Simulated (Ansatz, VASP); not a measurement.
## One calculation of Sb, two programs

```xyz
1
Lattice="-1.8331 1.8331 1.8331 1.8331 -1.8331 1.8331 1.8331 1.8331 -1.8331" Properties=species:S:1:pos:R:3 pbc="T T T"
Sb    0.0000    0.0000    0.0000
```

Change from the starting cell: volume scaled by 0.94.

Alike in both runs: task single point; functional PBEsol; k mesh 10 × 10 × 10; occupations fermi-dirac, width 0.05 eV; no spin polarisation.

```csv
,VASP,Ansatz
version,VASP 6.6.1,Ansatz 0.2.0
potentials or method,"VASP PAW PBE potentials, release 64 (Sb), cutoff 520 eV","all-electron LAPW, scalar-relativistic"
```

```csv
,VASP,Ansatz,Ansatz less VASP
gap on the k mesh at the Fermi level (eV),none,none,-
pressure (GPa),4.8,4.7,-0.03
```

A gap of «none» marks a metal or a gap that the smearing closes. Ansatz ran all-electron here, so the differences hold the error of VASP's frozen core and of both bases.

Caveats: the PAW data sets were made with another functional, which shifts forces and pressure a little (VASP). Spin-orbit coupling is left out, which matters for the levels of Sb.
